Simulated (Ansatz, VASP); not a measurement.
## Two plane-wave programs on Al

INCAR

```
  PREC = Accurate
  ENCUT = 520
  EDIFF = 1E-7
  ISMEAR = 0
  SIGMA = 0.1
  LREAL = False
  LASPH = True
  NELM = 80
  ALGO = Fast
  ISIF = 2
  LWAVE = False
  LCHARG = True
  GGA = PS
  IVDW = 12
  LELF = True
  LVHAR = True
  NBANDS = 14
```

KPOINTS

```
regular mesh
0
Gamma
  24 24 6
```

The input POSCAR:

```
Al
1.0
    2.8011182721      0.0000000000      0.0000000000
   -1.4005591360      2.4258395826      0.0000000000
    0.0000000000      0.0000000000      9.1928282165
Al
4
Direct
    0.0000000000      0.0000000000      0.0000000000
    0.3333333333      0.6666666667      0.2500000000
    0.0000000000      0.0000000000      0.5000000000
    0.6666666667      0.3333333333      0.7500000000
```

Input for Ansatz:

```yaml
crystal:
  lattice:
    - [2.8011182722, 0.0, 0.0]
    - [-1.4005591361, 2.4258395827, 0.0]
    - [0.0, 0.0, 9.1928282146]
  atoms:
    - { symbol: Al, position: [0.0, 0.0, 0.0] }
    - { symbol: Al, position: [0.3333333333, 0.6666666667, 0.25] }
    - { symbol: Al, position: [0.0, 0.0, 0.5] }
    - { symbol: Al, position: [0.6666666667, 0.3333333333, 0.75] }
basis:
  ecutwfc: 420
kpoints:
  mp_grid: { grid: [24, 24, 6] }
hamiltonian:
  xc: pbesol
  dispersion: d3bj
scf:
  occupations: { method: gaussian, width: 0.1 }
output:
  forces: true
  stress: true
  eigenvalues: true
```

Alike in both runs: task single point; functional PBEsol; dispersion D3(BJ); k mesh 24 × 24 × 6; occupations gaussian, width 0.1 eV; no spin polarisation.

|  | VASP | Ansatz |
| --- | --- | --- |
| version | VASP 6.6.1 | Ansatz 0.2.0 |
| potentials or method | VASP PAW PBE potentials, release 64 (Al) | scalar-relativistic, plane waves, PAW |
| plane-wave cutoff (eV) | 520 | 420 |
| valence electrons in the cell | 12 | 12 |

Ansatz gave:

- gap on the k mesh at the Fermi level (eV): none
- pressure (GPa): -0.1
- largest component of the traceless stress (GPa): 0.22

Q: What did VASP give for the same quantities?

A: gap on the k mesh at the Fermi level (eV): none; pressure (GPa): 0.0; largest component of the traceless stress (GPa): 0.21.

A gap of «none» marks a metal or a gap that the smearing closes.

Caveats: the PAW data sets were made with another functional, which shifts forces and pressure a little (VASP); pairwise dispersion overbinds metals, which lowers pressure and volume.
